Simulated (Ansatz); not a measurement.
Runs of Ansatz 0.2.0 on CdF2. The structure is cubic, space group Fm-3m (No. 225). Conventional cell: a = 5.388 Å, b = 5.388 Å, c = 5.388 Å, α = 90.00°, β = 90.00°, γ = 90.00°. Cd (site symmetry m-3m) is surrounded by 8 F at 2.33 Å. Around F (site symmetry -43m) lie 4 Cd at 2.33 Å. 

| task | level | potentials or basis | cutoff (eV) | basis error allowed | gap on the mesh (eV) | pressure (GPa) | V0 of scaled cells (Å³/atom) | B0 (GPa) |
| --- | --- | --- | --- | --- | --- | --- | --- | --- |
| band structure | PBEsol | all-electron LAPW, non-relativistic | 293 | 0.002 eV/atom | (a) | (b) | - | - |
| equation of state | LDA | all-electron LAPW, scalar-relativistic | - | 0.002 eV/atom | - | - | 12.39 | 127 |
| band structure | PBE | all-electron LAPW, scalar-relativistic | 293 | 0.002 eV/atom | 3.12 | 5.4 | - | - |
| single point | PBE | all-electron LAPW, scalar-relativistic | 317 | 0.001 eV/atom | 3.12 | 5.4 | - | - |
| band structure | PBEsol | all-electron PAW datasets made for the crystal | 340 | - | 2.96 | -0.2 | - | - |
| equation of state | PBE | all-electron LAPW, scalar-relativistic | - | 0.001 eV/atom | - | - | (c) | 94 |
| band structure | PBEsol | all-electron LAPW, scalar-relativistic | 293 | 0.002 eV/atom | 2.96 | -0.2 | - | - |
| equation of state | PBEsol | all-electron LAPW, scalar-relativistic | - | 0.002 eV/atom | - | - | 13.01 | 109 |

Alike in all rows: no spin polarisation; cell as given; k mesh 9 × 9 × 9; smearing fermi-dirac 0.05 eV.

Q: Fill in the values left out.

A: (a) 3.63; (b) 1.0; (c) 13.72.

Caveats: relativity is left out, which matters for the heavier elements (some runs); an odd mesh through Γ misses points on the zone boundary, where band edges often lie (some runs).

A k mesh can miss the band edges, and the runs leave out spin-orbit coupling on Cd.

Not every run made on this cell is shown here.
